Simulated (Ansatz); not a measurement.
# Transmission past a defect: (4,1) C nanotube, vacancy of one C

Aim: how much does this defect scatter, and at which energies?

Program: Ansatz 0.2.0. Level of theory: DFT PBE, plane waves, PAW; relaxation of a wire's period, in the first sound run; inputs show where later runs differ. Results are calculated unless marked as measured.

**1. Set-up**

The cell holds 28 atoms: 28 C. Cell: a = 10.388 Å, b = 10.378 Å, c = 6.507 Å, α = 90.0°, β = 90.0°, γ = 90.0°. Vacuum lies along a and b. The structure's axis is c.

**2. Relaxing the period**

Band widths follow the bond lengths, so the wire is relaxed first. The atoms and the third cell vector are free; the box across stays fixed as vacuum. A Fermi-Dirac smearing is set since the result may be a metal. The pressure printed is a third of the stress's trace over the whole box, vacuum included; only the stress along the axis is relaxed.

input.yaml

```yaml
crystal:
  lattice:
    - [10.388, 0.0, 0.0]
    - [0.0, 10.378, 0.0]
    - [0.0, 0.0, 6.5072574868]
  atoms:
    - { symbol: C, position: [0.41364168, 0.64967209, 0.0] }
    - { symbol: C, position: [0.672664525, 0.499981081, 0.0] }
    - { symbol: C, position: [0.334972504, 0.449033153, 0.071428571] }
    - { symbol: C, position: [0.538407965, 0.668495702, 0.071428571] }
    - { symbol: C, position: [0.344401615, 0.574977143, 0.142857143] }
    - { symbol: C, position: [0.512887162, 0.327616111, 0.142857143] }
    - { symbol: C, position: [0.392317227, 0.364842847, 0.214285714] }
    - { symbol: C, position: [0.670735811, 0.47421938, 0.214285714] }
    - { symbol: C, position: [0.563070409, 0.660881015, 0.285714286] }
    - { symbol: C, position: [0.60764803, 0.364842847, 0.285714286] }
    - { symbol: C, position: [0.35730615, 0.597349989, 0.357142857] }
    - { symbol: C, position: [0.655563641, 0.574977143, 0.357142857] }
    - { symbol: C, position: [0.373397841, 0.382414387, 0.428571429] }
    - { symbol: C, position: [0.461557291, 0.668495702, 0.428571429] }
    - { symbol: C, position: [0.327300732, 0.499981081, 0.5] }
    - { symbol: C, position: [0.586323576, 0.350290072, 0.5] }
    - { symbol: C, position: [0.461557291, 0.33146646, 0.571428571] }
    - { symbol: C, position: [0.664992753, 0.550929008, 0.571428571] }
    - { symbol: C, position: [0.487078094, 0.672346051, 0.642857143] }
    - { symbol: C, position: [0.655563641, 0.424985019, 0.642857143] }
    - { symbol: C, position: [0.329229446, 0.525742782, 0.714285714] }
    - { symbol: C, position: [0.60764803, 0.635119315, 0.714285714] }
    - { symbol: C, position: [0.392317227, 0.635119315, 0.785714286] }
    - { symbol: C, position: [0.436894847, 0.339081146, 0.785714286] }
    - { symbol: C, position: [0.344401615, 0.424985019, 0.857142857] }
    - { symbol: C, position: [0.642659107, 0.402612173, 0.857142857] }
    - { symbol: C, position: [0.538407965, 0.33146646, 0.928571429] }
    - { symbol: C, position: [0.626567416, 0.617547775, 0.928571429] }
kpoints:
  mp_grid: { grid: [1, 1, 13] }
scf:
  occupations: { method: fermi_dirac, width: 0.05 }
hamiltonian:
  xc: pbe
relax:
  cell: { fix: [a, b, alpha, beta, gamma] }
  max_steps: 60
```

Command:

```bash
$ ansatz run input.yaml --threads 8 --pin off --max-ram 16384MiB --backend cpu --events-out ev --progress --plain --runs-dir out
```

Numbers of over 12 decimals in the logs are rounded to 6 here.

What it wrote:

```text
Engine: ansatz 0.2.0, aarch64-unknown-linux-gnu
Pseudopotentials: kind: paw
Pseudopotential: C, paw, valence charge 4, recommended cutoff 420 eV (normal), C.paw.azcp
Functional definition: PBE
  parameter kappa = 0.804
  parameter beta = 0.066725
  exchange = pbe_x(kappa = kappa, mu = beta*pi^2/3)
  correlation = pbe_c(beta = beta)
Crystal: 28 atoms, lattice volume = 701.526 Å³
Basis set: ecut = 420 eV, 13761 PW (Γ), exchange–correlation on 144×144×90 points (8 copies of the dense FFT grid, shifted against one another)
Bands: 84, of which v1, the nominal top of the filled ones, is band 56 counted from 1 (55 counted from 0)
Symmetry: 2 space group operations
Space group: P21 (ITA 4), of the structure as read, at distance tolerance 8.9e-5 Å
k-points: 7 of 13 (time reversal used)
Non-local potential: C, projectors of the file, l = 0: 2, l = 1: 2, l = 2: 1
PAW form: soft (Blöchl's): semilocal exchange-correlation on the pseudo side does not see the compensation charge
PAW one-centre angular grid: C, 110 points (default); XC on 64 Gauss nodes
Initial density: superposition of atomic densities (neutral atoms: chi_scale 0, normalization atom), corrected by the library's trained network
Initial wavefunctions: pseudopotential atomic-orbital guess
Functional: x = pbe(κ = 0.804, μ = 0.219515), c = pbe(β = 0.066725)
SCF iter   1: F=—  HF=-7007.828161 eV  |F-HF|=—  |Δ(HF+E_count)|=         —  Δρ=6.77e-3  dr2=1.71e-1  ethr=1.77e-3  ⟨swp⟩=12.4  Hψ=3886  notcnv=0  defer=82
preconditioner: auto → LDOS  [metal: Δε(μ)=0.085 eV  Ē_g=14.029 eV  σ=0.050 eV  W_gap=0.40  n_scr=88 (ndim 8)  ℏωp=14.8 eV  f_vac=0.627  D(μ)=3.50/eV (n_scr^D=8)  β→1.0]
SCF iter   2: F=—  HF=-7007.848688 eV  |F-HF|=—  |Δ(HF+E_count)|=   2.05e-2  Δρ=1.70e-3  dr2=2.65e-2  ethr=1.52e-4  ⟨swp⟩=2.7  Hψ=1152  notcnv=0  defer=133
SCF iter   3: F=—  HF=-7007.843089 eV  |F-HF|=—  |Δ(HF+E_count)|=   5.60e-3  Δρ=5.69e-4  dr2=6.06e-3  ethr=2.36e-5  ⟨swp⟩=2.4  Hψ=979  notcnv=0  defer=133
SCF iter   4: F=—  HF=-7007.841480 eV  |F-HF|=—  |Δ(HF+E_count)|=   1.61e-3  Δρ=1.04e-4  dr2=7.57e-5  ethr=5.41e-6  ⟨swp⟩=2.0  Hψ=754  notcnv=0  defer=133
SCF iter   5: F=—  HF=-7007.841668 eV  |F-HF|=—  |Δ(HF+E_count)|=   1.88e-4  Δρ=2.55e-5  dr2=6.74e-6  ethr=6.76e-8  ⟨swp⟩=2.0  Hψ=889  notcnv=0  defer=133
SCF iter   6: F=-7007.841671 eV  HF=-7007.841671 eV  |F-HF|=9.74e-8  |Δ(HF+E_count)|=   2.51e-6  Δρ=3.45e-6  dr2=5.61e-8  ethr=8.93e-11  ⟨swp⟩=4.0  Hψ=2515  notcnv=0
SCF 1 converged in 6 iterations: F = -7007.841671 eV  dr2 = 5.61e-8
  greatest PAW one-centre occupation: 0.681 electrons in one spin orbital (limit 2), on the C atom at site 14 (counted from 0), in its partial waves of l = 0
relax step   1: F+E_penalty+E_count = -7007.84167107 eV  Δ(F+E_penalty+E_count) = +0.000e0 eV  max|allowed force component| = 1.569e0 eV/Å  Δτ_max = 0.0000 Å  P = +6.932 GPa  Ω = 701.526 Å³  fix = [a, b, alpha, beta, gamma]  reactions: a +8.985, b +8.985 GPa; gamma +0.000 GPa/rad  (6 SCF iters, dr2 threshold 1.00e-7 eV, accepted)
Crystal: 28 atoms, lattice volume = 700.338 Å³
Basis set: ecut = 420 eV, 13753 PW (Γ), exchange–correlation on 144×144×90 points (8 copies of the dense FFT grid, shifted against one another)
Initial density: handed on by an earlier stage of this run
Initial wavefunctions: those handed on with the density
iter 1 solved again at ethr=1.11e-3 eV; its pass at ethr=3.10e-3 eV (dr2=1.24e0 eV) is discarded
SCF iter   1: F=—  HF=-7009.844861 eV  |F-HF|=—  |Δ(HF+E_count)|=         —  Δρ=1.36e-2  dr2=1.18e0  ethr=1.11e-3  ⟨swp⟩=3.9  Hψ=2621  notcnv=0
preconditioner: auto → LDOS  [metal: Δε(μ)=0.175 eV  Ē_g=13.543 eV  σ=0.050 eV  W_gap=0.47  n_scr=88 (ndim 8)  ℏωp=14.8 eV  f_vac=0.612  D(μ)=4.25/eV (n_scr^D=10)  β→1.0]
SCF iter   2: F=—  HF=-7009.820124 eV  |F-HF|=—  |Δ(HF+E_count)|=   2.47e-2  Δρ=8.10e-3  dr2=1.06e0  ethr=1.06e-3  ⟨swp⟩=5.3  Hψ=1661  notcnv=0  defer=10
SCF iter   3: F=—  HF=-7009.501421 eV  |F-HF|=—  |Δ(HF+E_count)|=   3.19e-1  Δρ=8.60e-4  dr2=2.18e-3  ethr=9.44e-4  ⟨swp⟩=2.7  Hψ=1013  notcnv=0  defer=104
SCF iter   4: F=—  HF=-7009.501549 eV  |F-HF|=—  |Δ(HF+E_count)|=   1.28e-4  Δρ=1.11e-4  dr2=4.98e-5  ethr=1.94e-6  ⟨swp⟩=2.9  Hψ=992  notcnv=0  defer=123
SCF iter   5: F=-7009.501590 eV  HF=-7009.501588 eV  |F-HF|=1.86e-6  |Δ(HF+E_count)|=   3.94e-5  Δρ=1.86e-5  dr2=1.42e-6  ethr=2.50e-9  ⟨swp⟩=5.1  Hψ=2171  notcnv=0
SCF 2 converged in 5 iterations: F = -7009.501590 eV  dr2 = 1.42e-6
  greatest PAW one-centre occupation: 0.671 electrons in one spin orbital (limit 2), on the C atom at site 14 (counted from 0), in its partial waves of l = 0
relax step   2: F+E_penalty+E_count = -7009.50159024 eV  Δ(F+E_penalty+E_count) = -1.660e0 eV  max|allowed force component| = 8.832e-1 eV/Å  Δτ_max = 0.0570 Å  P = +2.427 GPa  Ω = 700.338 Å³  energy of the carried Pulay correction = +1.398e-3 eV  fix = [a, b, alpha, beta, gamma]  reactions: a +3.225, b +3.226 GPa; gamma +0.000 GPa/rad  (5 SCF iters, dr2 threshold 2.80e-6 eV, accepted)
Crystal: 28 atoms, lattice volume = 700.767 Å³
iter 1 solved again at ethr=2.90e-4 eV; its pass at ethr=3.10e-3 eV (dr2=3.25e-1 eV) is discarded
SCF iter   1: F=—  HF=-7009.916381 eV  |F-HF|=—  |Δ(HF+E_count)|=         —  Δρ=6.98e-3  dr2=3.16e-1  ethr=2.90e-4  ⟨swp⟩=5.1  Hψ=2609  notcnv=0  defer=2
preconditioner: auto → LDOS  [insulator: Δε(μ)=0.134 eV  Ē_g=13.473 eV  σ=0.050 eV  W_gap=0.58  n_scr=88 (ndim 8)  ℏωp=14.8 eV  f_vac=0.608  D(μ)=3.11/eV (n_scr^D=8)  ε∞_Penn≈2.2  β→1.0]
SCF iter   2: F=—  HF=-7009.923506 eV  |F-HF|=—  |Δ(HF+E_count)|=   7.12e-3  Δρ=4.34e-3  dr2=3.36e-1  ethr=2.82e-4  ⟨swp⟩=5.4  Hψ=1667  notcnv=0  defer=20
SCF iter   3: F=—  HF=-7009.820964 eV  |F-HF|=—  |Δ(HF+E_count)|=   1.03e-1  Δρ=4.90e-4  dr2=9.68e-4  ethr=2.82e-4  ⟨swp⟩=3.4  Hψ=1142  notcnv=0  defer=40
SCF iter   4: F=—  HF=-7009.820922 eV  |F-HF|=—  |Δ(HF+E_count)|=   4.17e-5  Δρ=7.37e-5  dr2=2.15e-5  ethr=8.64e-7  ⟨swp⟩=2.3  Hψ=1078  notcnv=0  defer=48
SCF iter   5: F=-7009.820932 eV  HF=-7009.820932 eV  |F-HF|=7.39e-7  |Δ(HF+E_count)|=   9.50e-6  Δρ=1.24e-5  dr2=5.66e-7  ethr=2.50e-9  ⟨swp⟩=5.0  Hψ=2106  notcnv=0
SCF 3 converged in 5 iterations: F = -7009.820932 eV  dr2 = 5.66e-7
  greatest PAW one-centre occupation: 0.667 electrons in one spin orbital (limit 2), on the C atom at site 14 (counted from 0), in its partial waves of l = 0
relax step   3: F+E_penalty+E_count = -7009.82093231 eV  Δ(F+E_penalty+E_count) = -3.193e-1 eV  max|allowed force component| = 3.197e-1 eV/Å  Δτ_max = 0.0284 Å  P = +0.260 GPa  Ω = 700.767 Å³  energy of the carried Pulay correction = +8.925e-4 eV  fix = [a, b, alpha, beta, gamma]  reactions: a +0.453, b +0.453 GPa; gamma -0.000 GPa/rad  (5 SCF iters, dr2 threshold 2.80e-6 eV, accepted)
[...]
relax step   4: F+E_penalty+E_count = -7009.84309535 eV  Δ(F+E_penalty+E_count) = -2.216e-2 eV  max|allowed force component| = 6.009e-2 eV/Å  Δτ_max = 0.0056 Å  P = +0.041 GPa  Ω = 700.994 Å³  energy of the carried Pulay correction = +6.251e-4 eV  fix = [a, b, alpha, beta, gamma]  reactions: a +0.039, b +0.040 GPa; gamma +0.000 GPa/rad  (5 SCF iters, dr2 threshold 2.80e-6 eV, accepted)
[...]
relax step   5: F+E_penalty+E_count = -7009.84401183 eV  Δ(F+E_penalty+E_count) = -9.165e-4 eV  max|allowed force component| = 2.262e-3 eV/Å  Δτ_max = 0.0013 Å  P = -0.012 GPa  Ω = 700.833 Å³  energy of the carried Pulay correction = +8.147e-4 eV  fix = [a, b, alpha, beta, gamma]  reactions: a -0.026, b -0.026 GPa; gamma +0.000 GPa/rad  (4 SCF iters, dr2 threshold 2.26e-7 eV, accepted)
Initial wavefunctions: pseudopotential atomic-orbital guess (no wavefunctions were taken with the density)
iter 1 solved again at ethr=4.86e-7 eV; its pass at ethr=3.10e-3 eV (dr2=5.44e-4 eV) is discarded
SCF iter   1: F=—  HF=-7009.842833 eV  |F-HF|=—  |Δ(HF+E_count)|=         —  Δρ=6.00e-6  dr2=4.82e-8  ethr=4.86e-7  ⟨swp⟩=14.3  Hψ=7128  notcnv=0  defer=12
eigensolver tolerance schedule: the retry pair's looser diagonalisation over-reported the residual by 11281.95 of it (diagonalisation noise at an unbounded share of the residual, at the tolerance the schedule requests for it); recorded, not acted on — ethr = c·dr2/N_el stays at c = 1.0e-1
preconditioner: auto → LDOS  [insulator: Δε(μ)=0.177 eV  Ē_g=13.534 eV  σ=0.050 eV  W_gap=0.71  n_scr=88 (ndim 8)  ℏωp=14.8 eV  f_vac=0.608  D(μ)=2.53/eV (n_scr^D=4)  ε∞_Penn≈2.2  β→1.0]
SCF iter   2: F=—  HF=-7009.843071 eV  |F-HF|=—  |Δ(HF+E_count)|=   2.38e-4  Δρ=1.54e-6  dr2=6.65e-9  ethr=4.31e-11  ⟨swp⟩=4.4  Hψ=1784  notcnv=0  defer=8
SCF iter   3: F=—  HF=-7009.843071 eV  |F-HF|=—  |Δ(HF+E_count)|=   2.69e-9  Δρ=2.87e-7  dr2=6.37e-10  ethr=5.94e-12  ⟨swp⟩=2.0  Hψ=839  notcnv=0  defer=8
SCF iter   4: F=—  HF=-7009.843071 eV  |F-HF|=—  |Δ(HF+E_count)|=  1.36e-10  Δρ=1.23e-7  dr2=2.87e-10  ethr=1.00e-12  ⟨swp⟩=5.0  Hψ=2034  notcnv=0
SCF iter   5: F=-7009.843071 eV  HF=-7009.843071 eV  |F-HF|=1.82e-11  |Δ(HF+E_count)|=  8.37e-11  Δρ=4.45e-8  dr2=1.95e-11  ethr=1.00e-12  ⟨swp⟩=4.0  Hψ=1672  notcnv=0
SCF 6 converged in 5 iterations: F = -7009.843071 eV  dr2 = 1.95e-11
relax step   6: F+E_penalty+E_count = -7009.84307118 eV  Δ(F+E_penalty+E_count) = +9.406e-4 eV  max|allowed force component| = 2.307e-3 eV/Å  Δτ_max = 0.0000 Å  P = -0.008 GPa  Ω = 700.833 Å³  fix = [a, b, alpha, beta, gamma]  reactions: a -0.015, b -0.016 GPa; gamma +0.001 GPa/rad  stress off target by 7.73e-3 GPa on what of the cell is left free  SCF on the basis re-selected at this cell (its energy is not comparable with the rows above)  (5 SCF iters)
basis re-selected at this cell: Δ(F+E_penalty+E_count) = +9.406e-4 eV, ΔP = +0.004 GPa vs the last step (what re-selecting the basis moved, of the pressure what is left beyond the Pulay correction that the steps carried, after the strain that the cell walked since its last selection, with what the two solves' SCF thresholds leave and, on support functions, any second-order correction that the steps lacked; it is no m [...]
SCF converged after 5 iterations
Free energy (F): -7009.843071 eV
Harris-Foulkes:  -7009.843071 eV  (|F-HF|=1.82e-11)
Internal energy: -7009.818897 eV  (E = F + TS)
E sigma→0 (E₀):  -7009.830984 eV
Entropy (-TS):   -0.024175 eV (-0.863 meV/atom)
Fermi energy:    -0.787555 eV
--- Per-component energies (eV) ---
  E_band       = -1067.250312
  E_kinetic    = 2529.716196
  E_local      = -22890.271114  (includes V_loc(G=0)·N_el)
  E_nonlocal   = 761.439334
  E_hartree    = 10186.674190
  E_xc         = -1336.528699
  E_vxc        = -1654.359112  (∫ρ·V_xc dr)
  E_paw        = -2778.934278  (= ΣΔE_a)
  E_vpaw       = -187.123785  (= ΣTr[D̂ρ^β])
  E_aug_tail   = 0.000203  (compensation charges beyond the density's cutoff)
  E_ewald      = 6518.085271
  E_smearing   = -0.024175  (= −TS)
  E_closure    = -0.000000  (closes the sum)
  Σ components = -7009.843071   (vs F -7009.843071, Δ=0.00e0)
--- Forces (eV/Å), atoms counted from 1 ---
  atom   1  C     -0.00028339    -0.00075477    -0.00228894
  atom   2  C     -0.00053546    -0.00013383     0.00199005
  atom   3  C      0.00054962     0.00010115    -0.00214542
  atom   4  C      0.00023473    -0.00042186     0.00217481
  atom   5  C      0.00049156     0.00004925     0.00211345
  atom   6  C      0.00003718     0.00049563    -0.00196782
  atom   7  C      0.00014985     0.00040475     0.00221311
  atom   8  C     -0.00052650     0.00002859    -0.00190199
  atom   9  C     -0.00002734    -0.00047497    -0.00197888
  atom  10  C     -0.00026432     0.00044620     0.00223256
  atom  11  C      0.00029524    -0.00037580    -0.00230711
  atom  12  C     -0.00055048    -0.00031508     0.00202898
  atom  13  C      0.00042737     0.00021575    -0.00219579
  atom  14  C      0.00016024    -0.00049731     0.00203322
  atom  15  C      0.00053546     0.00013383     0.00199005
  atom  16  C      0.00028339     0.00075477    -0.00228894
  atom  17  C     -0.00023473     0.00042186     0.00217481
  atom  18  C     -0.00054962    -0.00010115    -0.00214542
  atom  19  C     -0.00003718    -0.00049563    -0.00196782
  atom  20  C     -0.00049156    -0.00004925     0.00211345
  atom  21  C      0.00052650    -0.00002859    -0.00190199
  atom  22  C     -0.00014985    -0.00040475     0.00221311
  atom  23  C      0.00026432    -0.00044620     0.00223256
  atom  24  C      0.00002734     0.00047497    -0.00197888
  atom  25  C      0.00055048     0.00031508     0.00202898
  atom  26  C     -0.00029524     0.00037580    -0.00230711
  atom  27  C     -0.00016024     0.00049731     0.00203322
  atom  28  C     -0.00042737    -0.00021575    -0.00219579
  max |Σ_I F_I| component: 4.86e-7 eV/Å
--- Stress (GPa, compression-positive) ---
       -0.015332      -0.000626      -0.000000
       -0.000626      -0.015528      -0.000000
       -0.000000      -0.000000       0.007725
  P = ⅓ Tr σ = -0.0077 GPa (-0.077 kbar)
--- Relaxed structure (5 steps of the walk, 5 accepted, 1 SCFs on fresh bases) ---
  F+E_penalty+E_count = -7009.84307118 eV   max|allowed force component| = 2.307e-3 eV/Å   (the final SCF, on the basis selected at the relaxed cell)
  cell:  # Å, volume = 700.8331 Å³
    - [10.388, 0, 0.0]
    - [0, 10.378, 0.0]
    - [0.0, 0.0, 6.500832]
  atoms:
    - { symbol: C, position: [0.409340, 0.657144, -0.00123896] }
    - { symbol: C, position: [0.681277, 0.499981, 0.00123244] }
    - { symbol: C, position: [0.326739, 0.446494, 0.070193] }
    - { symbol: C, position: [0.540329, 0.676905, 0.072663] }
    - { symbol: C, position: [0.336642, 0.578721, 0.144095] }
    - { symbol: C, position: [0.513525, 0.319015, 0.141624] }
    - { symbol: C, position: [0.386946, 0.358100, 0.215528] }
    - { symbol: C, position: [0.679249, 0.472923, 0.213053] }
    - { symbol: C, position: [0.566235, 0.668905, 0.284477] }
    - { symbol: C, position: [0.613025, 0.358103, 0.286957] }
    - { symbol: C, position: [0.350197, 0.602222, 0.355901] }
    - { symbol: C, position: [0.663323, 0.578729, 0.358382] }
    - { symbol: C, position: [0.367076, 0.376555, 0.427329] }
    - { symbol: C, position: [0.459634, 0.676902, 0.429805] }
    - { symbol: C, position: [0.318689, 0.499981, 0.501232] }
    - { symbol: C, position: [0.590626, 0.342818, 0.498761] }
    - { symbol: C, position: [0.459636, 0.323057, 0.572663] }
    - { symbol: C, position: [0.673226, 0.553468, 0.570193] }
    - { symbol: C, position: [0.486441, 0.680947, 0.641624] }
    - { symbol: C, position: [0.663323, 0.421241, 0.644095] }
    - { symbol: C, position: [0.320716, 0.527040, 0.713053] }
    - { symbol: C, position: [0.613019, 0.641862, 0.715528] }
    - { symbol: C, position: [0.386941, 0.641860, 0.786957] }
    - { symbol: C, position: [0.433730, 0.331057, 0.784477] }
    - { symbol: C, position: [0.336642, 0.421233, 0.858382] }
    - { symbol: C, position: [0.649768, 0.397740, 0.855901] }
    - { symbol: C, position: [0.540331, 0.323060, 0.929805] }
    - { symbol: C, position: [0.632889, 0.623407, 0.927329] }
```

Elapsed: 27 s, on 8 threads of Arm Neoverse V2, shared host; peak memory 1.9 GiB; 3.5 min of CPU time.

Step by step:

| step | energy less that of the first step (eV) | largest force component (eV/Å) | pressure (GPa) | volume (Å³) |
| --- | --- | --- | --- | --- |
| 1 | 0.0000 | 1.5694 | 6.93 | 701.53 |
| 2 | -1.6599 | 0.8832 | 2.43 | 700.34 |
| 3 | -1.9793 | 0.3197 | 0.26 | 700.77 |
| 4 | -2.0014 | 0.0601 | 0.04 | 700.99 |
| 5 | -2.0023 | 0.0023 | -0.01 | 700.83 |
| 6* | -2.0014 | 0.0023 | -0.01 | 700.83 |

Relaxation steps marked * repeat the geometry before them on a plane-wave basis chosen anew for their cell, so energy and pressure can jump there.

Forces are held to the 2 operations that the run works with; a distortion that breaks them can't arise in this run.

| cell as run | before | after | change |
| --- | --- | --- | --- |
| c (Å) | 6.507 | 6.501 | -0.1 % |

The atoms that moved most (Å, along periodic axes as changes of fractional coordinates times the final cell, across vacuum about the mean position):

| atom | dx | dy | dz | length |
| --- | --- | --- | --- | --- |
| C9 | 0.033 | 0.083 | -0.008 | 0.090 |
| C24 | -0.033 | -0.083 | -0.008 | 0.090 |
| C17 | -0.020 | -0.087 | 0.008 | 0.090 |
| C4 | 0.020 | 0.087 | 0.008 | 0.090 |
| C12 | 0.081 | 0.039 | 0.008 | 0.090 |
| C25 | -0.081 | -0.039 | 0.008 | 0.090 |
| C23 | -0.056 | 0.070 | 0.008 | 0.090 |
| C10 | 0.056 | -0.070 | 0.008 | 0.090 |

Numbers from this step:

* energy at zero smearing: -7009.8310 eV
* cell length along the wire: 6.501 Å

The cell's length comes to 6.501 Å with spin left out.

[end of part 1 of 5]

[Logs are printed without paths, hosts, clocks, repeated set-up lines and the standing remarks that a program may print on its own settings, such as how far it seeks lower states.]

[Hosts, paths, dates, database ids (printed as entryN), source tags and the programs' standing remarks are cut or masked in the printed files.]
